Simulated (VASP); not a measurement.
Input of a VASP 6.6.1 run:

The input POSCAR:

```
ZrO2                                    
1.0
   -0.0000000000      2.5585688976      2.5585688976
    2.5585688976     -0.0000000000      2.5585688976
    2.5585688976      2.5585688976     -0.0000000000
  Zr              O             
     1     2
Direct
     0.0000000000000000    0.0000000000000000    0.0000000000000000
     0.2500000000000000    0.2500000000000000    0.2500000000000000
     0.7500000000000000    0.7500000000000000    0.7500000000000000
```

File INCAR.step1:

```
PREC = Accurate
ENCUT = 520
EDIFF = 1E-5
ISMEAR = 0
SIGMA = 0.02
LREAL = F
LASPH = T
NELM = 60
ALGO = Normal
ISIF = 2
LWAVE = T
LCHARG = F
LMAXMIX = 4
NBANDS = 19
GGA = PE
```

File INCAR.step2:

```
PREC = Accurate
ENCUT = 520
EDIFF = 1E-6
ISMEAR = 0
SIGMA = 0.02
LREAL = F
LASPH = T
NELM = 60
ALGO = Normal
ISIF = 2
LWAVE = F
LCHARG = F
LMAXMIX = 4
GGA = PE
LHFCALC = T
AEXX = 0.25
PRECFOCK = Fast
NBANDS = 19
ISTART = 1
HFRCUT = -1
```

Contents of KPOINTS:

```
regular mesh
0
Gamma
  6 6 6
```

File KPOINTS_OPT:

```
path GXWKGLUWLK,UX
10
line-mode
reciprocal
 0.0000000000  0.0000000000  0.0000000000  G
 0.5000000000  0.0000000000  0.5000000000  X

 0.5000000000  0.0000000000  0.5000000000  X
 0.5000000000  0.2500000000  0.7500000000  W

 0.5000000000  0.2500000000  0.7500000000  W
 0.3750000000  0.3750000000  0.7500000000  K

 0.3750000000  0.3750000000  0.7500000000  K
 0.0000000000  0.0000000000  0.0000000000  G

 0.0000000000  0.0000000000  0.0000000000  G
 0.5000000000  0.5000000000  0.5000000000  L

 0.5000000000  0.5000000000  0.5000000000  L
 0.6250000000  0.2500000000  0.6250000000  U

 0.6250000000  0.2500000000  0.6250000000  U
 0.5000000000  0.2500000000  0.7500000000  W

 0.5000000000  0.2500000000  0.7500000000  W
 0.5000000000  0.5000000000  0.5000000000  L

 0.5000000000  0.5000000000  0.5000000000  L
 0.3750000000  0.3750000000  0.7500000000  K

 0.6250000000  0.2500000000  0.6250000000  U
 0.5000000000  0.0000000000  0.5000000000  X
```

Potentials or basis: VASP PAW PBE potentials, release 64 (Zr_sv, O).

Run with:

```sh
$ cat potpaw_PBE.64/Zr_sv/POTCAR potpaw_PBE.64/O/POTCAR > POTCAR
$ cp INCAR.step1 INCAR
$ mpirun -np 1 vasp_std > vasp.out
$ cp INCAR.step2 INCAR
$ mpirun -np 1 vasp_std > vasp.out
```

Question: What does it give for the band gap along the path?

Answer: 5.66 eV, indirect (least direct gap 6.05 eV).

Question: What does it give for the band gap on the k mesh?

Answer: 5.66 eV, indirect (least direct gap 6.05 eV).

Question: Predict the pressure.

Answer: -6.4 GPa.

Levels at the corners of the path, in eV from the valence-band top:
```
point  band 8  band 9  band 10  band 11  band 12  band 13  band 14  band 15  band 16  band 17
    Γ   -5.60   -5.60    -0.59    -0.59    -0.59     5.66     5.66     8.69    11.89    11.89
    X   -3.45   -3.45    -1.61    -1.61     0.00     6.05     7.19     8.10     9.63     9.63
    X   -3.45   -3.45    -1.61    -1.61     0.00     6.05     7.19     8.10     9.63     9.63
    W   -5.05   -2.59    -2.59    -1.46    -0.22     6.75     6.99     8.57     8.57     9.78
    W   -5.05   -2.59    -2.59    -1.46    -0.22     6.75     6.99     8.57     8.57     9.78
    K   -3.93   -3.34    -2.35    -1.32    -0.35     6.30     7.16     8.46     9.01     9.92
    K   -3.93   -3.34    -2.35    -1.32    -0.35     6.30     7.16     8.46     9.01     9.92
    Γ   -5.60   -5.60    -0.59    -0.59    -0.59     5.66     5.66     8.69    11.89    11.89
    Γ   -5.60   -5.60    -0.59    -0.59    -0.59     5.66     5.66     8.69    11.89    11.89
    L   -4.48   -2.74    -2.74    -1.82    -1.82     6.34     6.34     8.38    10.93    10.93
    L   -4.48   -2.74    -2.74    -1.82    -1.82     6.34     6.34     8.38    10.93    10.93
    U   -3.93   -3.34    -2.35    -1.32    -0.35     6.30     7.16     8.46     9.01     9.92
    U   -3.93   -3.34    -2.35    -1.32    -0.35     6.30     7.16     8.46     9.01     9.92
    W   -5.05   -2.59    -2.59    -1.46    -0.22     6.75     6.99     8.57     8.57     9.78
    W   -5.05   -2.59    -2.59    -1.46    -0.22     6.75     6.99     8.57     8.57     9.78
    L   -4.48   -2.74    -2.74    -1.82    -1.82     6.34     6.34     8.38    10.93    10.93
    L   -4.48   -2.74    -2.74    -1.82    -1.82     6.34     6.34     8.38    10.93    10.93
    K   -3.93   -3.34    -2.35    -1.32    -0.35     6.30     7.16     8.46     9.01     9.92
    U   -3.93   -3.34    -2.35    -1.32    -0.35     6.30     7.16     8.46     9.01     9.92
    X   -3.45   -3.45    -1.61    -1.61     0.00     6.05     7.19     8.10     9.63     9.63
```

Caveat: the PAW data sets were made with another functional, which shifts forces and pressure a little.
